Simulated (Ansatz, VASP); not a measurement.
**InP in VASP and in Ansatz**

Contents of INCAR:

```
  ALGO = Normal
  EDIFF = 1E-6
  EDIFFG = -0.005
  ENCUT = 600
  GGA = PE
  IBRION = 2
  ISIF = 3
  ISMEAR = 0
  LASPH = T
  LCHARG = F
  LREAL = F
  LWAVE = F
  NELM = 100
  NSW = 100
  PREC = Accurate
  SIGMA = 0.1
```

The input KPOINTS:

```
k-points
0
Gamma
  12 12 12
```

File POSCAR:

```
InP
1.0
    0.0000000000      2.8550000000      2.8550000000
    2.8550000000      0.0000000000      2.8550000000
    2.8550000000      2.8550000000      0.0000000000
In P
1 1
Direct
    0.0000000000      0.0000000000      0.0000000000
    0.5000000000      0.5000000000      0.5000000000
```

Input for Ansatz:

```yaml
crystal:
  lattice:
    - [0.0, 2.855, 2.855]
    - [2.855, 0.0, 2.855]
    - [2.855, 2.855, 0.0]
  atoms:
    - { symbol: In, position: [0.0, 0.0, 0.0] }
    - { symbol: P, position: [0.5, 0.5, 0.5] }
basis:
  ecutwfc: 420
kpoints:
  mp_grid: { grid: [12, 12, 12] }
hamiltonian:
  xc: pbe
scf:
  occupations: { method: gaussian, width: 0.1 }
output:
  forces: true
  stress: true
  eigenvalues: true
  write_density: true
  write_potential: true
  elf: true
  volumetric_format: npy
relax:
  adjacent_minimum: "off"
  f_tol: 0.005
  max_steps: 80
  cell: { stress_tol: 0.05 }
```

Measurements of this composition are mostly on another form, of space group No. 216.

Alike in both runs: task relaxation of cell and atoms; functional PBE; k mesh 12 × 12 × 12; occupations gaussian, width 0.1 eV; no spin polarisation.

|  | VASP | Ansatz |
| --- | --- | --- |
| version | VASP 6.6.1 | Ansatz 0.2.0 |
| potentials or method | VASP PAW PBE potentials, release 64 (In_d, P) | scalar-relativistic, plane waves, PAW |
| plane-wave cutoff (eV) | 600 | 420 |
| valence electrons in the cell | 18 | 18 |

```tsv
	VASP	Ansatz	Ansatz less VASP
gap on the k mesh at the Fermi level, each at its own relaxed structure (eV)	none	none	-
relaxed volume (Å³/atom)	21.23	21.22	-0.006
relaxed cell length with the largest relative difference (Å)	3.916	3.915	-0.0004
energy change over the relaxation (meV/atom)	-38	-38	-0.2
```

A gap of «none» marks a metal or a gap that the smearing closes.
